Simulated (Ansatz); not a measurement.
**Work and stress of cleavage in ScAl₃**

These are results of DFT PBE, scalar-relativistic, plane waves, PAW in Ansatz 0.2.0, not measurements. Cutoff 420 eV, Γ-centred 11×11×4 k-points, Gaussian smearing of 0.15 eV. No spin polarisation. Energies are free energies at this smearing, counted from the undisturbed cell; pressure is positive in compression.

Zero of the scan (relaxed at this level; it needn't be the usual structure):

```
Sc Al
1.0
     0.00000   -4.10533    0.00000
     0.00000    0.00000   -4.10533
    12.31599    0.00000    0.00000
Sc Al
3 9
Direct
  0.00000 0.00000 0.91665
  0.00000 0.00000 0.24998
  0.00000 0.00000 0.58332
  0.00000 0.50000 0.08332
  0.00000 0.50000 0.41665
  0.00000 0.50000 0.74998
  0.50000 0.50000 0.91665
  0.50000 0.50000 0.24998
  0.50000 0.50000 0.58332
  0.50000 0.00000 0.08332
  0.50000 0.00000 0.41665
  0.50000 0.00000 0.74998
```

The cut lies on the cell's a–b face, a (1 0 0) plane (indices in the standard cell, whose axes needn't be the Cartesian ones shown) of area 16.85 Å², between layers 2.05 Å apart. Vector c is lengthened by d along the normal with the atoms' Cartesian places fixed: one unrelaxed cut a cell. The traction is positive where the two halves pull on each other.

| d (Å) | energy (J/m²) | traction (GPa) |
| --- | --- | --- |
| -0.30 | 0.39 | -28.4 |
| -0.15 | 0.09 | -12.4 |
| 0.00 | 0.00 | 0.0 |
| 0.25 | 0.18 | 12.9 |
| 0.50 | 0.58 | 18.3 |
| 0.75 | 1.06 | 18.9 |
| 1.00 | 1.50 | 16.4 |
| 1.50 | 2.14 | 9.1 |
| 2.00 | 2.45 | 4.0 |
| 3.00 | 2.65 | 0.9 |
| 4.50 | 2.70 | 0.1 |
| 6.00 | 2.71 | 0.0 |

Q: What are the work of separation and the cleavage stress, and do they fit the universal binding curve?

A: The energy levels off near W ≈ 2.71 J/m² (the traction is down to 0.0 GPa), the energy of the two unrelaxed faces, 1.35 J/m² each on average. The largest sampled traction is 18.9 GPa at d = 0.75 Å, and a parabola through it and its two neighbours peaks at σ_max ≈ 19.0 GPa, d ≈ 0.67 Å. The curve E = W[1 − (1 + d/ℓ)exp(−d/ℓ)] peaks in traction at d = ℓ with σ_max = W/(eℓ); with 1 J/m² per Å = 10 GPa this W and σ_max give ℓ = 0.52 Å. A parabola through that curve at the same three d peaks at 0.44 Å, against 0.67 Å here, so the traction peaks further out than on that curve. Real crystals break at far lower stress, because cracks concentrate it, and on the plane of lowest W, which needn't be this one.

The cut is rigid; relaxing the faces lowers these energies and usually the stresses.

In a metal these slopes depend on the k mesh and the smearing.

Cost: 12 runs of about 11 core-minutes in all, on Arm Neoverse V1 (shared hosts).